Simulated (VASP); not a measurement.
# KF (F-43m) in VASP: notebook

The runs below take KF through relaxation of cell and atoms, with PBE.

Program: VASP 6.6.1. These are calculated values, not measurements. Logs are shortened: lines on timing, memory, paths and dates and some standing lists are left out, and cuts for length are marked.

**1. The structure**

Symmetry: F-43m, No. 216, cubic system. Conventional cell: a = 5.953 Å, b = 5.953 Å, c = 5.953 Å, α = 90.00°, β = 90.00°, γ = 90.00°. K (site symmetry -43m) is surrounded by 4 F at 2.58 Å. Around F (site symmetry -43m) lie 4 K at 2.58 Å.

The cell was built by a generator and needn't be a form met in nature.

**2. Relaxation of cell and atoms, PBE**

INCAR reads:

```
SYSTEM = KF
ALGO = Normal
EDIFF = 1E-7
EDIFFG = -0.02
ENCUT = 900
GGA = PE
IBRION = 2
ISIF = 3
ISMEAR = -1
LASPH = .TRUE.
LCHARG = .FALSE.
LREAL = .FALSE.
LWAVE = .FALSE.
NELM = 80
NSW = 60
PREC = Accurate
SIGMA = 0.05
```

KPOINTS reads:

```
k-points
0
G
  8 8 8
  0 0 0
```

POSCAR reads:

```
KF
1.0
    0.0000000000      2.9763500000      2.9763500000
    2.9763500000      0.0000000000      2.9763500000
    2.9763500000      2.9763500000      0.0000000000
K F
1 1
Direct
    0.7500000000      0.7500000000      0.7500000000
    0.5000000000      0.5000000000      0.5000000000
```

Potentials or basis: VASP PAW PBE potentials, release 64 (K_sv, F_h).

Command:

```bash
$ cat potpaw_PBE.64/K_sv/POTCAR potpaw_PBE.64/F_h/POTCAR > POTCAR
$ mpirun -np 1 vasp_std > vasp.out
```

OUTCAR:

```text
SYSTEM = KF
   EDIFF = 1E-7
   EDIFFG = -0.02
   ENCUT = 900
   GGA = PE
   IBRION = 2
   ISIF = 3
   ISMEAR = -1
   LASPH = .TRUE.
   LREAL = .FALSE.
   NELM = 80
   NSW = 60
   PREC = Accurate

 ion  position               nearest neighbor table
   1  0.750  0.750  0.750-   2 2.58   2 2.58   2 2.58   2 2.58
   2  0.500  0.500  0.500-   1 2.58   1 2.58   1 2.58   1 2.58

  LATTYP: Found a face centered cubic cell.
 ALAT       =     5.9527000000

  Lattice vectors:

 A1 = (   0.0000000000,   2.9763500000,   2.9763500000)
 A2 = (   2.9763500000,   0.0000000000,   2.9763500000)
 A3 = (   2.9763500000,   2.9763500000,   0.0000000000)

Analysis of symmetry for initial positions (statically):
=====================================================================
 Subroutine PRICEL returns:
 Original cell was already a primitive cell.

 Routine SETGRP: Setting up the symmetry group for a
 face centered cubic supercell.

 Subroutine GETGRP returns: Found 24 space group operations
 (whereof 24 operations were pure point group operations)
 out of a pool of 48 trial point group operations.

The static configuration has the point symmetry T_d .

Analysis of symmetry for dynamics (positions and initial velocities):
=====================================================================
 Subroutine PRICEL returns:
 Original cell was already a primitive cell.

 Routine SETGRP: Setting up the symmetry group for a
 face centered cubic supercell.

 Subroutine GETGRP returns: Found 24 space group operations
 (whereof 24 operations were pure point group operations)
 out of a pool of 48 trial point group operations.

The dynamic configuration has the point symmetry T_d .

 Subroutine INISYM returns: Found 24 space group operations
 (whereof 24 operations are pure point group operations),
 and found     1 'primitive' translations

----------------------------------------------------------------------------------------

                                     Primitive cell

  volume of cell :      52.7329

  direct lattice vectors                    reciprocal lattice vectors
     0.000000000  2.976350000  2.976350000    -0.167990996  0.167990996  0.167990996
     2.976350000  0.000000000  2.976350000     0.167990996 -0.167990996  0.167990996
     2.976350000  2.976350000  0.000000000     0.167990996  0.167990996 -0.167990996

  length of vectors
     4.209194536  4.209194536  4.209194536     0.290968940  0.290968940  0.290968940

  position of ions in fractional coordinates (direct lattice)
     0.750000000  0.750000000  0.750000000
     0.500000000  0.500000000  0.500000000

  ion indices of the primitive-cell ions
   primitive index   ion index
                 1           1
                 2           2

----------------------------------------------------------------------------------------

 KPOINTS: k-points

Automatic generation of k-mesh.
 Grid dimensions read from file:
 generate k-points for:    8    8    8

 Generating k-lattice:

  Cartesian coordinates                     Fractional coordinates (reciprocal lattice)
    -0.020998874  0.020998874  0.020998874     0.125000000  0.000000000  0.000000000
     0.020998874 -0.020998874  0.020998874     0.000000000  0.125000000  0.000000000
     0.020998874  0.020998874 -0.020998874     0.000000000  0.000000000  0.125000000

  Length of vectors
     0.036371117  0.036371117  0.036371117

  Shift w.r.t. Gamma in fractional coordinates (k-lattice)
     0.000000000  0.000000000  0.000000000

 Subroutine IBZKPT returns following result:
 ===========================================

 Found     29 irreducible k-points:

 Following reciprocal coordinates:
            Coordinates               Weight
  0.000000  0.000000  0.000000      1.000000
  0.125000  0.000000  0.000000      8.000000
  0.250000  0.000000  0.000000      8.000000
  0.375000  0.000000  0.000000      8.000000
  0.500000  0.000000  0.000000      4.000000
  0.125000  0.125000  0.000000      6.000000
[... 16 lines left out ...]
  0.500000  0.250000  0.125000     48.000000
 -0.375000  0.250000  0.125000     24.000000
 [... further k-points ...]
   k-points           NKPTS =     29   k-points in BZ     NKDIM =     29   number of bands    NBANDS=     12
   number of dos      NEDOS =    301   number of ions     NIONS =      2
   total plane-waves  NPLWV =  74088
   dimension x,y,z NGX =    42 NGY =   42 NGZ =   42
   dimension x,y,z NGXF=    84 NGYF=   84 NGZF=   84
   ions per type =               1   1
   NGX,Y,Z   is equivalent  to a cutoff of  16.59, 16.59, 16.59 a.u.
   NGXF,Y,Z  is equivalent  to a cutoff of  33.18, 33.18, 33.18 a.u.
 SYSTEM =  KF
   PREC   = accura    normal or accurate (medium, high low for compatibility)
   ISTART =      0    job   : 0-new  1-cont  2-samecut
   ICHARG =      2    charge: 1-file 2-atom 10-const
   ISPIN  =      1    spin polarized calculation?
   LNONCOLLINEAR =      F non collinear calculations
   LSORBIT =      F    spin-orbit coupling
   LASPH  =      T    aspherical Exc in radial PAW
   ENCUT  =  900.0 eV  66.15 Ry    8.13 a.u.  10.30 10.30 10.30*2*pi/ulx,y,z
   NELM   =     80;   NELMIN=  2; NELMDL= -5     # of ELM steps
   EDIFF  = 0.1E-06   stopping-criterion for ELM
   LREAL  =      F    real-space projection
   EDIFFG = -.2E-01   stopping-criterion for IOM
   NSW    =     60    number of steps for IOM
   IBRION =      2    ionic relax: 0-MD 1-quasi-New 2-CG
   NFREE  =      1    steps in history (QN), initial steepest desc. (CG)
   ISIF   =      3    stress and relaxation
   ISYM   =      2    0-nonsym 1-usesym 2-fastsym
   POTIM  = 0.5000    time-step for ionic-motion
   TEBEG  =    0.0;   TEEND  =   0.0 temperature during run
   PSTRESS=    0.0 pullay stress
   NELECT =      16.0000    total number of electrons
   NUPDOWN=      -1.0000    fix difference up-down
   EMIN   =  10.00;   EMAX   =-10.00  energy-range for DOS
   EFERMI =   0.00;   METHOD = LEGACY
   ISMEAR =    -1;   SIGMA  =   0.05  broadening in eV -4-tet -1-fermi 0-gaus
   EFERMI_NEDOS =   21; number of points for ismear=-14 and -15
   IALGO  =     38    algorithm
   IMIX   =      4    mixing-type and parameters
     AMIX     =   0.40;   BMIX     =  1.00
     AMIX_MAG =   1.60;   BMIX_MAG =  1.00
  volume/ion in A,a.u.               =      26.37       177.93
  Fermi-wavevector in a.u.,A,eV,Ry     =   1.100071  2.078833 16.465183  1.210157
  Thomas-Fermi vector in A             =   2.236476
   LORBIT       =      0    0 simple, 1 ext, 2 COOP (PROOUT), +10 PAW based schemes
   GGA     = PE    functional components
   LHFCALC =     F    Hartree Fock is set to
   AEXX    =    0.0000 exact exchange contribution
   IVDW    =     0    specifies the selected vdW correction
   LEPSILON=     F    determine dielectric tensor
   LRPA    =     F    only Hartree local field effects (RPA)
 conjugate gradient relaxation of ions
 non-spin polarized calculation
  energy-cutoff  :      900.00
  volume of cell :       52.73
 maximum number of plane-waves:      3287
 NGX is ok and might be reduce to    42
   NGX = 21   NGY = 21   NGZ = 21

--------------------------------------- Ionic step        1  -------------------------------------------

 number of electron      15.9999995 magnetization

 Free energy of the ion-electron system (eV)
  ---------------------------------------------------
  ext. energy  EPLUGINS =         0.00000000
  ---------------------------------------------------
  free energy    TOTEN  =        -8.13560385 eV

  energy without entropy =       -8.13560385  energy(sigma->0) =       -8.13560385

------------------------ aborting loop because EDIFF is reached ----------------------------------------

  FORCE on cell =-STRESS in cart. coord.  units (eV):
  Direction    XX          YY          ZZ          XY          YZ          ZX
  --------------------------------------------------------------------------------------
  -------------------------------------------------------------------------------------
  Total       -0.0667133     -0.0667133     -0.0667133     -0.0000000     -0.0000000     -0.0000000
  in kB       -2.0269395     -2.0269395     -2.0269395     -0.0000000     -0.0000000     -0.0000000
  external PRESSURE =      -2.0269395 kB  Pullay stress =       0.0000000 kB

 VOLUME and BASIS-vectors are now :
 -----------------------------------------------------------------------------
  energy-cutoff  :      900.00
  volume of cell :       52.73
      direct lattice vectors                 reciprocal lattice vectors
     0.000000000  2.976350000  2.976350000    -0.167990996  0.167990996  0.167990996
     2.976350000  0.000000000  2.976350000     0.167990996 -0.167990996  0.167990996
     2.976350000  2.976350000  0.000000000     0.167990996  0.167990996 -0.167990996

 POSITION                                       TOTAL-FORCE (eV/Angst)
 -----------------------------------------------------------------------------------
      4.46453      4.46453      4.46453        -0.000000     -0.000000     -0.000000
      2.97635      2.97635      2.97635         0.000000      0.000000      0.000000
 -----------------------------------------------------------------------------------
    total drift:                                0.000000      0.000000      0.000000

  FREE ENERGIE OF THE ION-ELECTRON SYSTEM (eV)
  ---------------------------------------------------
  free  energy   TOTEN  =        -8.1356038535 eV

  energy  without entropy=       -8.1356038535  energy(sigma->0) =       -8.13560385

--------------------------------------- Ionic step        2  -------------------------------------------

 number of electron      15.9999995 magnetization

 Free energy of the ion-electron system (eV)
  ---------------------------------------------------
  ext. energy  EPLUGINS =         0.00000000
  ---------------------------------------------------
  free energy    TOTEN  =        -8.13583110 eV

  energy without entropy =       -8.13583110  energy(sigma->0) =       -8.13583110

 E-fermi :  -2.2901     XC(G=0):  -6.8790

 val. band max:       -3.5562762423   @ k =  -0.2500   0.5000   0.2500
 cond. band min:       1.5074683590   @ k =   0.0000   0.0000   0.0000
 fundamental gap:      5.0637446013
 Fermi energy:        -2.2900788025

 k-point     1 :       0.0000    0.0000    0.0000
  band No.  band energies     occupation
      1     -29.8506      2.00000
      2     -22.0625      2.00000
      3     -13.2650      2.00000
      4     -13.2650      2.00000
      5     -13.2650      2.00000
      6      -3.7381      2.00000
      7      -3.7381      2.00000
      8      -3.7381      2.00000
      9       1.5075      0.00000
     10       8.0635      0.00000
     11       8.0716      0.00000
     12       8.1659      0.00000

 k-point     2 :       0.1250    0.0000    0.0000
  band No.  band energies     occupation
      1     -29.8456      2.00000
      2     -22.0723      2.00000
      3     -13.2793      2.00000
      4     -13.2712      2.00000
      5     -13.2712      2.00000
      6      -3.7672      2.00000
      7      -3.7254      2.00000
      8      -3.7254      2.00000
      9       1.8112      0.00000
     10       7.7452      0.00000
     11       7.7452      0.00000
     12       7.8955      0.00000

 k-point     3 :       0.2500    0.0000    0.0000
  band No.  band energies     occupation
      1     -29.8336      2.00000
      2     -22.0962      2.00000
      3     -13.3149      2.00000
      4     -13.2862      2.00000
      5     -13.2862      2.00000
      6      -3.8097      2.00000
      7      -3.6964      2.00000
      8      -3.6964      2.00000
      9       2.5979      0.00000
     10       7.1934      0.00000
     11       7.4437      0.00000
     12       7.4437      0.00000
[... 286 lines left out ...]
 k-point    23 :       0.5000    0.2500    0.1250
  band No.  band energies     occupation
      1     -29.8148      2.00000
      2     -22.1328      2.00000
      3     -13.4052      2.00000
      4     -13.3259      2.00000
      5     -13.2573      2.00000
      6      -3.8268      2.00000
      7      -3.6745      2.00000
      8      -3.6261      2.00000
      9       3.9701      0.00000
     10       5.7410      0.00000
     11       7.2639      0.00000
     12       7.6267      0.00000

 k-point    24 :      -0.3750    0.2500    0.1250
  band No.  band energies     occupation
      1     -29.8108      2.00000
      2     -22.1406      2.00000
      3     -13.4248      2.00000
      4     -13.3329      2.00000
      5     -13.2531      2.00000
      6      -3.7950      2.00000
      7      -3.6935      2.00000
      8      -3.6138      2.00000
      9       4.4232      0.00000
     10       5.4278      0.00000
     11       7.1585      0.00000
     12       7.6122      0.00000

 [... further k-points ...]
[... 5 lines left out ...]
  --------------------------------------------------------------------------------------
  -------------------------------------------------------------------------------------
  Total       -0.0270975     -0.0270975     -0.0270975     -0.0000000     -0.0000000      0.0000000
  in kB       -0.8272880     -0.8272880     -0.8272880     -0.0000000     -0.0000000      0.0000000
  external PRESSURE =      -0.8272880 kB  Pullay stress =       0.0000000 kB

 VOLUME and BASIS-vectors are now :
 -----------------------------------------------------------------------------
  energy-cutoff  :      900.00
  volume of cell :       52.48
      direct lattice vectors                 reciprocal lattice vectors
    -0.000000000  2.971560420  2.971560420    -0.168261765  0.168261765  0.168261765
     2.971560420 -0.000000000  2.971560420     0.168261765 -0.168261765  0.168261765
     2.971560420  2.971560420 -0.000000000     0.168261765  0.168261765 -0.168261765

 POSITION                                       TOTAL-FORCE (eV/Angst)
 -----------------------------------------------------------------------------------
      4.45734      4.45734      4.45734         0.000000      0.000000     -0.000000
      2.97156      2.97156      2.97156        -0.000000     -0.000000      0.000000
 -----------------------------------------------------------------------------------
    total drift:                                0.000000      0.000000      0.000000

  FREE ENERGIE OF THE ION-ELECTRON SYSTEM (eV)
  ---------------------------------------------------
  free  energy   TOTEN  =        -8.1358310954 eV

  energy  without entropy=       -8.1358310954  energy(sigma->0) =       -8.13583110

 reached required accuracy - stopping structural energy minimisation
```

Wall time 1.7 min (1 thread of Intel Xeon Platinum 8259CL at 2.50GHz (Skylake/Cascade Lake), shared host); peak memory 0.29 GiB.

What came out:

| Quantity | Value |
| --- | --- |
| Free energy | -8.1358 eV |
| Relaxed volume | 26.24 Å³/atom |
| Relaxed cell | a = 4.202 Å, b = 4.202 Å, c = 4.202 Å, α = 60.00°, β = 60.00°, γ = 60.00° |
| Space group after relaxing (to 0.05 Å) | F-43m (No. 216) |
| Energy gained by relaxing | 0.1 meV/atom |
| Ionic steps | 2 |
| Pressure after relaxing | -0.1 GPa |
| Band gap on the k mesh | 5.06 eV, indirect (least direct gap 5.25 eV) |

Step by step:
| step | energy change (eV) | largest force (eV/Å) | pressure (GPa) | volume (Å³) |
| --- | --- | --- | --- | --- |
| 1 | 0.0000 | 0.0000 | -0.20 | 52.73 |
| 2 | -0.0002 | 0.0000 | -0.08 | 52.48 |

Final structure:
```yaml
crystal:
  lattice:
    - [0.00000, 2.97156, 2.97156]
    - [2.97156, 0.00000, 2.97156]
    - [2.97156, 2.97156, 0.00000]
  atoms:
    - { symbol: K, position: [0.75000, 0.75000, 0.75000] }
    - { symbol: F, position: [0.50000, 0.50000, 0.50000] }
```

Levels at points of the mesh, in eV from the valence-band top:
```csv
k point,band 4,band 5,band 6,band 7,band 8,band 9,band 10,band 11,band 12
"(0.00, 0.00, 0.00)",-9.71,-9.71,-0.18,-0.18,-0.18,5.06,11.62,11.63,11.72
"(0.50, 0.00, 0.00)",-9.75,-9.75,-0.26,-0.10,-0.10,7.88,9.02,10.76,10.76
"(0.50, 0.50, 0.00)",-9.82,-9.73,-0.42,0.00,0.00,8.16,8.29,12.03,12.78
```

Caveat: the cutoff is under 1.25 times the usual one of these potentials, so pressure, stress and relaxed cells hold a basis-set (Pulay) error. A k mesh can miss the band edges.

**3. Relaxation of cell and atoms, PBE**

INCAR is that of step 2.

KPOINTS is that of step 2.

POSCAR is that of step 2.

Potentials or basis: VASP PAW PBE potentials, release 64 (K_sv, F_s).

Command:

```bash
$ cat potpaw_PBE.64/K_sv/POTCAR potpaw_PBE.64/F_s/POTCAR > POTCAR
$ mpirun -np 1 vasp_std > vasp.out
```

Wall time 67 s (1 thread of Intel Xeon Platinum 8259CL at 2.50GHz (Skylake/Cascade Lake), shared host); peak memory 0.28 GiB.

The run converged. Its results:

| Property | Result |
| --- | --- |
| Free energy | -8.1310 eV |
| Relaxed volume | 26.45 Å³/atom |
| Relaxed cell | a = 4.214 Å, b = 4.214 Å, c = 4.214 Å, α = 60.00°, β = 60.00°, γ = 60.00° |
| Space group after relaxing (to 0.05 Å) | F-43m (No. 216) |
| Energy gained by relaxing | 0.1 meV/atom |
| Ionic steps | 2 |
| Pressure after relaxing | 0.1 GPa |
| Band gap on the k mesh | 5.04 eV, indirect (least direct gap 5.22 eV) |

The path:
```csv
step,energy change (eV),largest force (eV/Å),pressure (GPa),volume (Å³)
1,0.0000,0.0000,0.13,52.73
2,-0.0001,0.0000,0.07,52.90
```

Final structure:
```xyz
2
Lattice="0.0000 2.9795 2.9795 2.9795 0.0000 2.9795 2.9795 2.9795 0.0000" Properties=species:S:1:pos:R:3 pbc="T T T"
K     4.4693    4.4693    4.4693
F     2.9795    2.9795    2.9795
```

Levels at points of the mesh, in eV from the valence-band top:
| k point | band 6 | band 7 | band 8 | band 9 | band 10 | band 11 |
| --- | --- | --- | --- | --- | --- | --- |
| (0.00, 0.00, 0.00) | -0.18 | -0.18 | -0.18 | 5.04 | 11.59 | 11.59 |
| (0.50, 0.00, 0.00) | -0.26 | -0.10 | -0.10 | 7.85 | 8.98 | 10.73 |
| (0.50, 0.50, 0.00) | -0.41 | 0.00 | 0.00 | 8.14 | 8.27 | 11.97 |
